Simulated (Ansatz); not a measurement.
The system is Al.

```
CELL_PARAMETERS angstrom
0.00000 2.02481 2.02481
2.02481 0.00000 2.02481
2.02481 2.02481 0.00000
ATOMIC_POSITIONS crystal
Al 0.00000 0.00000 0.00000
```

Base run:

```yaml
Program: Ansatz 0.2.0
Functional: PBE
Potentials_or_basis: Ansatz PAW
Cutoff: "420 eV (not typed: the program's choice for these potentials)"
k_mesh: 8 × 8 × 8
Occupations: fermi-dirac, width 0.05 eV
Spin: no spin polarisation
```

Its results: band gap on the k mesh none (metal or under the smearing width); pressure -0.4 GPa.

Question: The run is repeated on the same cell with these changes: cutoff from 420 eV (not typed: the program's choice for these potentials) to 250 eV; k mesh from 8 × 8 × 8 to 11 × 11 × 11. What comes out?

Answer: Band gap on the k mesh none (metal or under the smearing width); pressure 1.6 GPa.

Caveats: the pressure holds a Pulay correction of +4.6 GPa for the finite cutoff (some runs); the cutoff lies under the one recommended for these potentials (some runs).
